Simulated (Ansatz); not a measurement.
**Relaxation of Mo**

All numbers below come from DFT PBEsol, scalar-relativistic, plane waves, PAW in Ansatz. Settings: 420 eV cutoff, 12×12×8 k-mesh, Gaussian smearing of 0.10 eV, no spin polarisation.

What was changed: 0 of 6 Mo sites taken by Cr, cell and atoms relaxed.

Command:

```bash
ansatz run input.yaml --threads 1 --pin off --max-ram 2560MiB --backend cpu --events-out ev --progress --plain --runs-dir out
```

Input:

```yaml
crystal:
  lattice:
    - [0.0, 3.1293399667, -3.1293399667]
    - [3.1293399667, -3.1293399667, 0.0]
    - [-3.1293399667, -3.1293399667, -3.1293399667]
  atoms:
    - { symbol: Mo, position: [0.6666666667, 0.3333333333, 0.8333333333] }
    - { symbol: Mo, position: [0.3333333333, 0.6666666667, 0.6666666667] }
    - { symbol: Mo, position: [0.0, 0.0, 0.5] }
    - { symbol: Mo, position: [0.6666666667, 0.3333333333, 0.3333333333] }
    - { symbol: Mo, position: [0.3333333333, 0.6666666667, 0.1666666667] }
    - { symbol: Mo, position: [0.0, 0.0, 0.0] }
basis:
  ecutwfc: 420
kpoints:
  mp_grid: { grid: [12, 12, 8] }
hamiltonian:
  xc: pbesol
scf:
  occupations: { method: gaussian, width: 0.1 }
output:
  forces: true
  stress: true
  eigenvalues: true
  write_density: true
  write_potential: true
  elf: true
  volumetric_format: npy
relax:
  adjacent_minimum: "off"
  f_tol: 0.015
  max_steps: 60
  cell: { stress_tol: 0.15 }
```

F is the free energy. Steps run on the plane waves of an earlier cell, but the last one, and at times one on the way, on a freshly chosen basis, so a repeated geometry can differ a little in energy.

Steps:

```
step F − F(1) (eV) largest force component (eV/Å) V (Å³/atom) P (GPa)
   1         0.0000                           0.000       15.322     0.18
   2         0.0000                           0.000       15.353    -0.38
   3        -0.0002                           0.000       15.332    -0.01
   4        -0.0002                           0.000       15.332    -0.01
```

Relaxed structure:

```yaml
crystal:
  lattice:
    - [0.00000, 3.13215, -3.13215]
    - [3.13215, -3.13215, 0.00000]
    - [-3.12574, -3.12574, -3.12574]
  atoms:
    - { symbol: Mo, position: [0.66667, 0.33333, 0.83333] }
    - { symbol: Mo, position: [0.33333, 0.66667, 0.66667] }
    - { symbol: Mo, position: [0.00000, 0.00000, 0.50000] }
    - { symbol: Mo, position: [0.66667, 0.33333, 0.33333] }
    - { symbol: Mo, position: [0.33333, 0.66667, 0.16667] }
    - { symbol: Mo, position: [0.00000, 0.00000, 0.00000] }
```

The structure is cubic, space group Im-3m (No. 229). Conventional cell: a = 3.130 Å, b = 3.130 Å, c = 3.130 Å, α = 90.00°, β = 90.00°, γ = 90.00°. Mo (site symmetry m-3m) is surrounded by 8 Mo at 2.71 Å.

The run converged. The run took 2.4 min on 1 thread of Arm Neoverse V2, on a shared host, peak memory 0.65 GiB.